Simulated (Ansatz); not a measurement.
Reaction (formal exchange of groups at the Al–C bond): `C#[C][AlH][CH2]C` + `C=CCC` → `C#[C][AlH2]` + `C=CC(C)CC`

Isolated molecules relaxed with PBE0-D4/def2-TZVP in Ansatz; ΔE leaves out vibrations. CCSD(T)/CBS adds triple-zeta CCSD(T) − MP2 to the extrapolated MP2 energy (def2 sets, frozen cores). DFT in def2-TZVPP. One conformer a species, not always the lowest.

`C#[C][AlH][CH2]C`:

Cartesian coordinates in Å:
```
C 2.227 0.854 -1.919
C 1.179 1.039 -1.341
Al -0.474 1.293 -0.412
C -1.121 -0.106 0.786
C -0.247 -1.353 0.913
H 3.150 0.696 -2.430
H -1.266 2.645 -0.651
H -2.133 -0.378 0.454
H -1.279 0.354 1.771
H 0.752 -1.108 1.280
H -0.111 -1.849 -0.051
H -0.678 -2.088 1.600
```

`C=CCC`:

Z-matrix (Å, degrees):
```
C
C 1 1.492
C 1 1.525 2 112.5
H 1 1.094 2 109.5 3 122.8
H 1 1.097 2 109.0 3 -120.9
C 2 1.325 1 125.3 3 -120.1
H 2 1.090 1 115.8 3 59.0
H 3 1.093 1 111.1 2 -58.0
H 3 1.092 1 111.2 2 -178.0
H 3 1.092 1 110.9 2 61.6
H 6 1.086 2 121.3 1 -0.7
H 6 1.084 2 121.7 1 179.5
```

`C#[C][AlH2]`:

```xyz
6

C    -0.234    0.609    1.716
C    -0.081    0.207    0.584
Al    0.163   -0.425   -1.197
H    -0.369    0.963    2.713
H     1.063   -1.702   -1.435
H    -0.542    0.347   -2.382
```

`C=CC(C)CC`:

Cartesian coordinates in Å:
```
C 0.962 2.141 -0.077
C 0.206 1.203 0.474
C 0.396 -0.273 0.320
C 0.667 -0.916 1.676
C -0.820 -0.919 -0.350
C -1.063 -0.446 -1.771
H 1.805 1.887 -0.712
H 0.769 3.196 0.085
H -0.632 1.501 1.105
H 1.268 -0.437 -0.326
H -0.179 -0.762 2.353
H 1.554 -0.487 2.148
H 0.819 -1.993 1.573
H -1.706 -0.722 0.267
H -0.681 -2.006 -0.340
H -1.934 -0.938 -2.209
H -1.230 0.633 -1.808
H -0.202 -0.665 -2.409
```

Is it downhill or uphill in electronic energy at CCSD(T)/CBS, and by how much? (An estimate is asked.)

Computed: Uphill: ΔE = +21.9 kJ/mol.

What do these levels give: PBE-D4, PBE0-D4, ωB97M-V, PBE, HF/def2-TZVPP, SCS-MP2/def2-QZVPP? (Estimate.)

The calculation gave: PBE-D4 29.0, PBE0-D4 26.6, ωB97M-V 24.8, PBE 33.8, HF/def2-TZVPP 24.9, SCS-MP2/def2-QZVPP 20.3 kJ/mol.

Largest T1 diagnostic among the species: 0.013.

From PBE to PBE0 (25 % exact exchange), in def2-TZVPP and without D4, ΔE moves by −3.0 kJ/mol. In def2-TZVPP, CCSD(T) changes the Hartree–Fock value by −4.8 kJ/mol (the triples alone add −1.0 kJ/mol) and MP2 by −5.9 kJ/mol. The D4 term adds −7.2 kJ/mol with B3LYP and −4.1 kJ/mol with PBE0; it sums over pairs of atoms, weighted by their polarisabilities, and B3LYP, whose exchange is more repulsive, gets the larger term.

B3LYP here is the variant with VWN-RPA as its local correlation; programs differ in this.
